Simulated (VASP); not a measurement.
A run of VASP 6.6.1:

The input INCAR:

```
PREC     = Accurate       # precision mode
ENCUT    = 520            # plane-wave cutoff, eV
EDIFF    = 1E-7           # SCF threshold, eV
ISMEAR   = 0              # smearing method
SIGMA    = 0.1            # smearing width, eV
LREAL    = F              # projectors in reciprocal space
LASPH    = T              # aspherical terms in the spheres
NELM     = 100            # most SCF steps
ALGO     = Normal         # electronic algorithm
ISIF     = 2              # what is computed and relaxed
LWAVE    = F              # write WAVECAR
LCHARG   = T              # write CHGCAR
GGA      = PE             # functional
LELF     = T              # ELF
LVHAR    = T            
NBANDS   = 18             # bands
```

The input KPOINTS:

```
regular mesh
0
Gamma
  6 6 6
```

The input POSCAR:

```
CuAu
1.0
    2.8107494552      0.0000000000      0.0000000000
    0.0000000000      2.8107494552      0.0000000000
    0.0000000000      0.0000000000      3.6850000000
Cu Au
1 1
Direct
    0.5000000000      0.5000000000      0.5000000000
    0.0000000000      0.0000000000      0.0000000000
```

Potentials or basis: VASP PAW PBE potentials, release 64 (Cu, Au).

Launch:

```console
$ cat potpaw_PBE.64/Cu/POTCAR potpaw_PBE.64/Au/POTCAR > POTCAR
$ mpirun -np 1 vasp_std > vasp.out
```

Hardware: 1 thread of Intel(R) Xeon(R) Platinum 8259CL CPU @ 2.50GHz (Skylake/Cascade Lake), with other jobs on the host.

Task: How long does it take, and how much memory?

Result: It took 20 s on 1 thread of Intel(R) Xeon(R) Platinum 8259CL CPU @ 2.50GHz (Skylake/Cascade Lake), with other jobs on the host, peak memory 0.16 GiB. Counts: scf iterations 14, k points 40.
